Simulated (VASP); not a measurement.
A run of VASP 6.6.1:

INCAR

```
SYSTEM = ZnS
  PREC = Accurate
  ENCUT = 600
  EDIFF = 1E-7
  ISMEAR = 0
  SIGMA = 0.01
  LREAL = .False.
  LASPH = .True.
  NELM = 60
  ALGO = Normal
  ISIF = 2
  LWAVE = .False.
  LCHARG = .False.
  METAGGA = R2SCAN
  LMIXTAU = .True.
  LUSE_VDW = .True.
  IVDW_NL = 2
  BPARAM = 11.95
  CPARAM = 0.0093
```

KPOINTS

```
Automatic mesh
0
Gamma
  9 9 9
  0 0 0
```

File POSCAR:

```
ZnS
1.0
    0.0000000000      2.7020000000      2.7020000000
    2.7020000000      0.0000000000      2.7020000000
    2.7020000000      2.7020000000      0.0000000000
Zn S
1 1
Direct
    0.7500000000      0.7500000000      0.7500000000
    0.0000000000      0.0000000000      0.0000000000
```

Potentials or basis: VASP PAW PBE potentials, release 64 (Zn_sv_GW, S_GW).

Command:

```bash
$ cat potpaw_PBE.64/Zn_sv_GW/POTCAR potpaw_PBE.64/S_GW/POTCAR > POTCAR
$ mpirun -np 1 vasp_std > vasp.out
```

Hardware: 1 thread of Intel(R) Xeon(R) Platinum 8488C (Sapphire Rapids), on a shared host.

Q: How long does it take, and how much memory?

A: It took 2.4 min on 1 thread of Intel(R) Xeon(R) Platinum 8488C (Sapphire Rapids), with other jobs on the host, peak memory 0.34 GiB. Counts: scf iterations 21, k points 35.
